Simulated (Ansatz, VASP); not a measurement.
**Hf: VASP beside Ansatz**

INCAR

```
SYSTEM = Hf
PREC     = Accurate       ! precision mode
ENCUT    = 520            ! plane-wave cutoff, eV
EDIFF    = 1E-6           ! SCF threshold, eV
ISMEAR   = -1             ! smearing method
SIGMA    = 0.05           ! smearing width, eV
LREAL    = .FALSE.        ! projectors in reciprocal space
LASPH    = .TRUE.         ! aspherical terms in the spheres
NELM     = 80             ! most SCF steps
ALGO     = Normal         ! electronic algorithm
ISIF     = 2              ! what is computed and relaxed
LWAVE    = .FALSE.        ! write WAVECAR
LCHARG   = .FALSE.        ! write CHGCAR
GGA      = CA             ! functional
NBANDS   = 17             ! bands
```

The input KPOINTS:

```
regular mesh
0
G
  10 10 5
  0 0 0
```

POSCAR

```
Hf
1.0
    3.1967000000      0.0000000000      0.0000000000
   -1.5983500000      2.7684234083      0.0000000000
    0.0000000000      0.0000000000      5.0578000000
Hf
2
Direct
    0.6666666667      0.3333333333      0.7500000000
    0.3333333333      0.6666666667      0.2500000000
```

Contents of input.yaml:

```yaml
crystal:
  lattice:
    - [3.1967, 0.0, 0.0]
    - [-1.59835, 2.7684234083, 0.0]
    - [0.0, 0.0, 5.0578]
  atoms:
    - { symbol: Hf, position: [0.6666666667, 0.3333333333, 0.75] }
    - { symbol: Hf, position: [0.3333333333, 0.6666666667, 0.25] }
kpoints:
  mp_grid: { grid: [10, 10, 5] }
  band_path:
    path:
      - [0.0, 0.0, 0.0]
      - [0.5, 0.0, 0.0]
      - [0.3333333333, 0.3333333333, 0.0]
      - [0.0, 0.0, 0.0]
      - [0.0, 0.0, 0.5]
      - [0.5, 0.0, 0.5]
      - [0.3333333333, 0.3333333333, 0.5]
      - [0.0, 0.0, 0.5]
    npoints: 10
scf:
  occupations: { method: fermi_dirac, width: 0.05 }
hamiltonian:
  xc: lda
  pseudopotentials: { kind: all_electron, lapw: { basis_error: 0.001 } }
output:
  forces: true
  stress: true
  eigenvalues: true
```

Alike in both runs: functional LDA; k mesh 10 × 10 × 5; occupations fermi-dirac, width 0.05 eV; no spin polarisation.

|  | VASP | Ansatz |
| --- | --- | --- |
| version | VASP 6.6.1 | Ansatz 0.2.0 |
| potentials or method | VASP PAW LDA potentials, release 64 (Hf_pv) | all-electron LAPW, scalar-relativistic |
| plane-wave cutoff (eV) | 520 | see its input |
| task | single point | band structure |

Ansatz gave:

* gap on the k mesh at the Fermi level (eV): none
* pressure (GPa): -7.8
* largest component of the traceless stress (GPa): 0.30

Which values does VASP return?

gap on the k mesh at the Fermi level (eV): none; pressure (GPa): -7.8; largest component of the traceless stress (GPa): 0.31.

A gap of «none» marks a metal or a gap that the smearing closes. Ansatz ran all-electron here, so the differences hold the error of VASP's frozen core and of both bases.

Caveats: spin-orbit coupling is left out, which moves the levels of the heavy elements (Ansatz). Spin-orbit coupling is left out, which matters for the levels of Hf.
